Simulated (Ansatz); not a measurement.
Crystal: TiSi2.

```
Ti Si
1.0
     0.00000    4.11752    4.26290
     2.38951    0.00000    4.26290
     2.38951    4.11752    0.00000
Ti Si
2 4
Direct
  0.75000 0.75000 0.75000
  0.50000 0.50000 0.50000
  0.41257 0.08743 0.41257
  0.08743 0.41257 0.08743
  0.16257 0.83743 0.16257
  0.83743 0.16257 0.83743
```

The cell is a database's computed one.

| Quantity | Value |
| --- | --- |
| Program | Ansatz 0.2.0 |
| Task | relaxation of cell and atoms |
| Functional | RPBE |
| Potentials or basis | Ansatz PAW |
| Cutoff | 420 eV (not typed: the program's choice for these potentials) |
| k mesh | 5 × 5 × 5 |
| Occupations | fermi-dirac, width 0.05 eV |
| Spin | no spin polarisation |

At the start: volume 13.98 Å³/atom.

Question: How do energy, volume and symmetry change on relaxing?

Answer: It ends after 7 steps and the volume is 14.43 Å³/atom (+3.2 %); space group Fddd (No. 70, to 0.05 Å).

Step by step:
| step | energy change (eV) | largest force (eV/Å) | volume (Å³) |
| --- | --- | --- | --- |
| 1 | 0.0000 | 0.0477 | 83.88 |
| 2 | -0.0402 | 0.0380 | 86.64 |
| 3 | -0.0412 | 0.0288 | 86.57 |
| 4 | -0.0415 | 0.0140 | 86.56 |
| 5 | -0.0415 | 0.0083 | 86.58 |
| 6 | -0.0416 | 0.0001 | 86.56 |
| 7 | -0.0421 | 0.0002 | 86.56 |

Final structure:
```xyz
6
Lattice="0.0000 4.1542 4.3253 2.4088 0.0000 4.3253 2.4088 4.1542 0.0000" Properties=species:S:1:pos:R:3 pbc="T T T"
Ti    3.6132    6.2314    6.4880
Ti    2.4088    4.1542    4.3253
Si    1.2044    3.4144    2.1627
Si    1.2044    0.7398    2.1627
Si    2.4088    1.3373    4.3253
Si    2.4088    6.9712    4.3253
```

Caveat: the plane-wave basis is chosen anew once the cell has moved, so the energies of steps on either side of that aren't comparable; the PAW data sets come from PBE, with cores solved anew for the run's functional, which leaves a small shift of forces and pressure.
